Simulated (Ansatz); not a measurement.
# BaTe: the cell at several levels of theory

One table from this session's results is given with a row withheld; the runs are named, their logs left out.

The runs shown are made with Ansatz 0.2.0. PAW datasets, plane waves, zero pressure. Computed at 0 K without zero-point motion; spin polarisation is off.

## The structure to begin with

It is cubic, Fm-3m (No. 225); a = 6.820 Å in the conventional setting, 39.65 Å³ an atom. Ba has 6 Te at 3.41 Å; Te has 6 Ba at 3.41 Å.

Coordinates:

```cif
data_structure
_symmetry_space_group_name_H-M 'P 1'
_symmetry_Int_Tables_number 1
_cell_length_a 4.8225
_cell_length_b 4.8225
_cell_length_c 4.8225
_cell_angle_alpha 60.000
_cell_angle_beta 60.000
_cell_angle_gamma 60.000
_cell_volume 79.30
loop_
_atom_site_label
_atom_site_type_symbol
_atom_site_fract_x
_atom_site_fract_y
_atom_site_fract_z
_atom_site_occupancy
Ba1 Ba 0.00000 0.00000 0.00000 1
Te1 Te 0.50000 0.50000 0.50000 1
```

Set-up of the first run:

Input file input.yaml:

```yaml
crystal:
  lattice:
    - [0.0, 3.41, 3.41]
    - [3.41, 0.0, 3.41]
    - [3.41, 3.41, 0.0]
  atoms:
    - { symbol: Ba, position: [0.0, 0.0, 0.0] }
    - { symbol: Te, position: [0.5, 0.5, 0.5] }
kpoints:
  mp_grid: { grid: [6, 6, 6] }
hamiltonian:
  xc: pbe
scf:
  occupations: { method: fermi_dirac, width: 0.02 }
relax:
  f_tol: 0.005
  cell: {}
```

Command:

```bash
$ ansatz run input.yaml --threads 2 --pin off --max-ram 2211MiB --backend cpu --events-out ev --progress --plain --runs-dir out
```

Among the steps run: Relaxation with PBE; Relaxing with r2SCAN; Relaxing with PBEsol; Relaxation with LDA; Relaxing with HSE06.

One table of the session follows, with a row left open; its other results are not shown here.

It belongs to the step «The cells side by side». 

```
 level  a (Å)  volume (Å³/atom)
   PBE  7.065            44.076
r2SCAN  7.065            44.076
PBEsol  6.941            41.803
   LDA      ?                 ?
 HSE06  7.048            43.754
```

Q: Estimate the row for LDA from the others.

As computed: a (Å): 6.866; volume (Å³/atom): 40.456. In the column «a (Å)» it is the lowest.

The volume spreads over 8.9 % between the levels. LDA's volume lies 8.2 % below PBE's. The meshes differ: PBE 6×6×6, r2SCAN 6×6×6, PBEsol 6×6×6, LDA 6×6×6, HSE06 4×4×4.
